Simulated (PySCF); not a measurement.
A mixed set of molecules.

All values: CAM-B3LYP/def2-SVPD (PySCF) at PBE0-D3(BJ)/def2-SVP geometries, gas phase, one conformer each. Core orbitals are frozen in the response; Δα² is half the sum of the squared differences of the principal polarisabilities. Atoms past krypton carry effective core potentials. The calculation is non-relativistic apart from the core potentials, for germanium, arsenic and selenium too.

Question: Rank by vertical ionisation energy (ΔSCF), lowest first.
A. `FC(F)C=[Se]`
B. `CC(C)(C)O`
C. `O(CC)CC`
D. `s1cc([O][GeH3])cc1`

Answer: D (8.20 eV), A (9.45 eV), C (9.72 eV), B (10.27 eV).

Question: Rank by HOMO–LUMO gap, lowest first.
A. `CCOCC`
B. `CC(C)(C)O`
C. `[O](c1ccsc1)[GeH3]`
D. `[H][Bi]([H])[Cl]`
E. `FC(F)C=[Se]`
F. `CN(C)[As](C)C`

Answer: E (6.08 eV), D (7.96 eV), C (8.14 eV), F (8.35 eV), A (10.27 eV), B (10.42 eV).

Question: Rank by polarisability anisotropy Δα, highest first.
A. BiH2Cl, `[H][Bi]([H])[Cl]`
B. `CC(C)(C)O`
C. `[CH3:1][CH2:2][O:3][CH2:4][CH3:5]` with C1–C2–O3–C4 180°, C2–O3–C4–C5 180°
D. `[GeH3:1][O:2][c:3]1[cH:4][cH:5][s:6][cH:7]1` with Ge1–O2–C3–C4 180°
E. AsMe2(NMe2) (`CN(C)[As](C)C`)
F. `[F:1][CH:2]([F:3])[CH:4]=[Se:5]` with F1–C2–C4–Se5 124°

Answer: D (6.92 Å³), F (4.03 Å³), E (3.17 Å³), A (2.57 Å³), C (2.14 Å³), B (0.43 Å³).

All values together:

| SMILES | formula | μ (D) | HOMO (eV) | LUMO (eV) | α (Å³) | Δα (Å³) | electrons | α per electron (Å³) | ΔSCF removal energy (eV) |
| --- | --- | --- | --- | --- | --- | --- | --- | --- | --- |
| [H][Bi]([H])[Cl] | BiClH2 | 3.64 | -9.12 | -1.17 | 9.30 | 2.57 | 102 | 0.091 | 10.18 |
| CN(C)[As](C)C | C4H12AsN | 0.46 | -6.99 | 1.36 | 13.78 | 3.17 | 76 | 0.181 | – |
| CC(C)(C)O | C4H10O | 1.68 | -9.34 | 1.08 | 8.34 | 0.43 | 42 | 0.199 | 10.27 |
| CCOCC | C4H10O | 1.14 | -8.82 | 1.45 | 8.55 | 2.14 | 42 | 0.204 | 9.72 |
| [GeH3][O]c1ccsc1 | C4H6GeOS | 1.50 | -7.51 | 0.64 | 14.32 | 6.92 | 86 | 0.167 | 8.20 |
| FC(F)C=[Se] | C2H2F2Se | 0.87 | -8.36 | -2.28 | 8.08 | 4.03 | 66 | 0.122 | 9.45 |

Conformers: `CN(C)[As](C)C`; `[CH3:1][CH2:2][O:3][CH2:4][CH3:5]` with C1–C2–O3–C4 180°, C2–O3–C4–C5 180°; `[GeH3:1][O:2][c:3]1[cH:4][cH:5][s:6][cH:7]1` with Ge1–O2–C3–C4 180°; `[F:1][CH:2]([F:3])[CH:4]=[Se:5]` with F1–C2–C4–Se5 124°.

A dash marks a removal energy that wasn't run or isn't settled.

Q: By how much does the ΔSCF value exceed −ε(HOMO) over the species that have both?

A: By 0.69 to 1.09 eV, 0.93 eV on average, over 5 species.
